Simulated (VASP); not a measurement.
# Al₂Pt: restarted molecular dynamics, 2 variants

Al₂Pt, Fm-3m (no. 225), 12 atoms in the cell. PBE, molecular dynamics; PAW potentials Pt, Al (PBE set).

| Restart from | Temperature at the end (K) | The same without a restart (K) | Potential energy at the end (eV/atom) | The same without a restart (eV/atom) | Electronic steps in the first step after the restart | Time (s) |
|---|---|---|---|---|---|---|
| CONTCAR with velocities, WAVECAR read | 438.0 | 438.0 | -5.17233 | -5.17235 | 4 | 136 |
| CONTCAR with velocities, no WAVECAR | 438.0 | 438.0 | -5.17233 | -5.17235 | 16 | 144 |

Limits: 120 fs of 12 atoms are too short for converged averages.

## Input of the first row

INCAR.step1:
```
SYSTEM = Al2Pt
  GGA = PE
  PREC = Normal
  ENCUT = 240
  EDIFF = 1E-6
  NELMIN = 4
  NELM = 60
  ALGO = Fast
  LREAL = Auto
  LASPH = .True.
  ISMEAR = -1
  SIGMA = 0.069
  ISYM = 0
  LWAVE = .True.
  LCHARG = .False.
  IBRION = 0
  NSW = 30
  POTIM = 2.0
  TEBEG = 1600
  ISIF = 2
  RANDOM_SEED = 572272 0 0
  MDALGO = 1
  ANDERSEN_PROB = 0.0
  KPAR = 2
```

INCAR.step2, as INCAR.step1 but for:
```
- LWAVE = .True.
+ LWAVE = .False.
```

KPOINTS:
```
k-points
0
Monkhorst-Pack
  2 2 2
```

POSCAR.step1:
```
Al2Pt
1.0
    5.9100000000      0.0000000000      0.0000000000
    0.0000000000      5.9100000000      0.0000000000
    0.0000000000      0.0000000000      5.9100000000
Pt Al
4 8
Direct
    0.0000000000      0.0000000000      0.0000000000
    0.0000000000      0.5000000000      0.5000000000
    0.5000000000      0.0000000000      0.5000000000
    0.5000000000      0.5000000000      0.0000000000
    0.2500000000      0.2500000000      0.7500000000
    0.2500000000      0.7500000000      0.7500000000
    0.2500000000      0.7500000000      0.2500000000
    0.2500000000      0.2500000000      0.2500000000
    0.7500000000      0.2500000000      0.2500000000
    0.7500000000      0.7500000000      0.2500000000
    0.7500000000      0.7500000000      0.7500000000
    0.7500000000      0.2500000000      0.7500000000
```

Commands (each step's output is kept before the next begins):
```
cat potpaw_PBE.64/Pt/POTCAR potpaw_PBE.64/Al/POTCAR > POTCAR
cp INCAR.step1 INCAR
cp POSCAR.step1 POSCAR
mpirun -np 2 vasp_std > vasp.out
cp CONTCAR POSCAR
cp INCAR.step2 INCAR
mpirun -np 2 vasp_std > vasp.out
```

Changes of the last row against the first:
```
(step 1)
- LWAVE = True
+ LWAVE = False
```

VASP 6.6.1 took 136 s on 2 cores (AMD EPYC 7R13 (Zen 3)), a shared host.
